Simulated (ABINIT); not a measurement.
Write the native input for ABINIT 10.8.3 (patched build) that does the following.

* Task: band structure
* Functional: revPBE
* Potentials or basis: JTH PAW PBE v2.0
* Cutoff: 707 eV
* k mesh: 11 × 11 × 11
* Occupations: fermi-dirac, width 0.05 eV
* Spin: no spin polarisation
* Fine-grid cutoff: 1306.15 eV

In:

```
In
1.0
    -1.62547    1.62547    2.47370
     1.62547   -1.62547    2.47370
     1.62547    1.62547   -2.47370
In
1
Direct
  0.00000 0.00000 0.00000
```

The input as run:

run.abi

```
ndtset 2

pp_dirpath "./"
pseudos "In.GGA_PBE-JTH.xml"

acell 3.376906444 3.376906444 3.376906444 Angstrom
rprim
    -0.4813488401     0.4813488401     0.7325343598
     0.4813488401    -0.4813488401     0.7325343598
     0.4813488401     0.4813488401    -0.7325343598
ntypat 1
znucl 49
natom 1
typat 1
xred
     0.0000000000     0.0000000000     0.0000000000

ecut 26.0
pawecutdg 48.0
pawxcdev 0

ixc 14

occopt 3
tsmear 0.00183747

nstep 100

iomode 3
prtwf 0
prteig 0
prtebands 0
prtden1 1

kptopt1 1
ngkpt1 11 11 11
nshiftk1 1
shiftk1 0.0 0.0 0.0
nband1 11
tolvrs1 1.0e-9

iscf2 -2
getden2 1
nband2 17
nbdbuf2 4
tolwfr2 1.0e-11
kptopt2 -10
ndivsm2 5
prteig2 1
prtvol2 -3
kptbounds2
     0.0000000000     0.0000000000     0.0000000000
     0.0000000000     0.0000000000     0.5000000000
    -0.2158906645     0.2158906645     0.5000000000
    -0.3579453323     0.3579453323     0.3579453323
     0.0000000000     0.0000000000     0.0000000000
     0.5000000000     0.5000000000    -0.5000000000
     0.3579453323     0.6420546677    -0.3579453323
     0.0000000000     0.5000000000     0.0000000000
     0.2500000000     0.2500000000     0.2500000000
     0.5000000000     0.5000000000    -0.2158906645
     0.5000000000     0.5000000000    -0.5000000000
```

Potentials or basis: JTH PAW PBE v2.0.

Command:

```console
$ abinit run.abi > log 2>&1
```

Results of the run:

```yaml
Pressure: 2.7 GPa
Band_gap_on_the_k_mesh: none (metal or under the smearing width)
Valence_electrons_inside_the_program's_atomic_spheres: In 11.11 (radii [1.3264] Å)
```

Caveat: the PAW data sets were made with another functional, which shifts forces and pressure a little; spin-orbit coupling is left out, which moves the levels of the heavy elements.

Wall time 58 s on 1 thread of Arm Neoverse V1 (shared host), peak memory 0.15 GiB.
